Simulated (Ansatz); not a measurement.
# GaSb in Ansatz: the effect of functional

Crystal: GaSb.

```
Sb Ga
1.0
    -1.56621    2.69272    2.91247
     1.56621   -2.69272    2.91247
     1.56621    2.69272   -2.91247
Sb Ga
1 1
Cartesian
  0.0000 0.0000 2.9125
  0.0000 0.0000 0.0000
```

Measurements of this composition are mostly on another form, of space group No. 216.

The cell isn't the ideal one: volume scaled by 1.02.

Alike in all runs:

```yaml
Program: Ansatz 0.2.0
Task: single point
Potentials_or_basis: Ansatz PAW
k_mesh: 10 × 10 × 10
Occupations: fermi-dirac, width 0.05 eV
Spin: no spin polarisation
```

Question: One run gave: pressure -2.8 GPa. Which functional did it use?
A. PBEsol
B. r2SCAN
C. LDA

Answer: B.

```csv
functional,cutoff,pressure (GPa)
LDA,420 eV (not typed: the program's choice for these potentials),-5.3
PBEsol,420 eV (not typed: the program's choice for these potentials),-4.0
r2SCAN,500 eV (not typed: the program's choice for these potentials),-2.8
```

Caveats: the PAW data sets come from PBE, with cores solved anew for the run's functional, which leaves a small shift of forces and pressure.
